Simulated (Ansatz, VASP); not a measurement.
**W: VASP beside Ansatz**

The input INCAR:

```
SYSTEM = W
PREC = Accurate
ENCUT = 520
EDIFF = 1E-7
ISMEAR = 0
SIGMA = 0.1
LREAL = .False.
LASPH = .True.
NELM = 100
ALGO = Fast
ISIF = 2
LWAVE = .False.
LCHARG = .False.
GGA = PS
NBANDS = 13
```

The input KPOINTS:

```
regular mesh
0
Gamma
  18 18 18
  0 0 0
```

POSCAR

```
W
1.0
    0.0000000000      1.9781335000      1.9781335000
    1.9781335000      0.0000000000      1.9781335000
    1.9781335000      1.9781335000      0.0000000000
W
1
Direct
    0.0000000000      0.0000000000      0.0000000000
```

Input for Ansatz:

```yaml
crystal:
  lattice:
    - [0.0, 1.9781335, 1.9781335]
    - [1.9781335, 0.0, 1.9781335]
    - [1.9781335, 1.9781335, 0.0]
  atoms:
    - { symbol: W, position: [0.0, 0.0, 0.0] }
basis:
  ecutwfc: 420
kpoints:
  mp_grid: { grid: [18, 18, 18] }
hamiltonian:
  xc: pbesol
scf:
  occupations: { method: gaussian, width: 0.1 }
output:
  forces: true
  stress: true
  eigenvalues: true
```

Alike in both runs: task single point; functional PBEsol; k mesh 18 × 18 × 18; occupations gaussian, width 0.1 eV; no spin polarisation.

```csv
,VASP,Ansatz
version,VASP 6.6.1,Ansatz 0.2.0
potentials or method,"VASP PAW PBE potentials, release 64 (W_sv)","scalar-relativistic, plane waves, PAW"
plane-wave cutoff (eV),520,420
valence electrons in the cell,14,14
```

Ansatz gave:

* gap on the k mesh at the Fermi level (eV): none
* pressure (GPa): 10.1

Task: Estimate VASP's values.

Result: gap on the k mesh at the Fermi level (eV): none; pressure (GPa): 10.9.

A gap of «none» marks a metal or a gap that the smearing closes. The functional is the same, so the differences come from potentials, cutoffs and numerics.

Caveats: the PAW data sets were made with another functional, which shifts forces and pressure a little (VASP). The runs have no spin-orbit coupling, so splittings on W are missing.
